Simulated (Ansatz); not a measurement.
## Phases of Yb at 84 GPa

Structure types of Yb are relaxed in primitive cells with their symmetry kept at 84 GPa, on PAW files; LAPW relaxes the small cells further and takes the PAW cell for the others (marked *). The enthalpy is E + pV at zero temperature, without zero-point motion. Only the types listed were tried, and differences under about 5 meV/atom are mesh noise. The real phase may be another.

Level of theory: DFT with PBE, scalar-relativistic, in Ansatz 0.2.0; Fermi–Dirac smearing of 0.08 eV, no spin polarisation. LAPW: all electrons, basis error target 0.5 meV/atom; PAW: frozen-core files, cutoff 420 eV.

k meshes: fcc 17×17×17, bcc 17×17×17, hcp 16×16×9, dhcp 13×13×4.

Spin–orbit coupling is left out, which matters for the heavy atoms.

Q: Which type is lowest in enthalpy, and by how much?

A: fcc, 4 meV/atom below hcp, which is within the noise of the k meshes. The whole table:

```tsv
start type	ends as	a, b, c (Å)	V (Å³/atom)	H − H(lowest), LAPW (meV/atom)	same, PAW
fcc	fcc, Fm-3m	3.876, 3.876, 3.876	14.55	0.0	0.0
bcc	bcc, Im-3m	3.096, 3.096, 3.096	14.84	87.2	86.9
hcp	hcp, P6_3/mmc	2.783, 2.783, 4.352	14.59	4.0	4.1
dhcp*	dhcp, P6_3/mmc	2.742, 2.742, 8.939	14.56	5.7	5.7
```
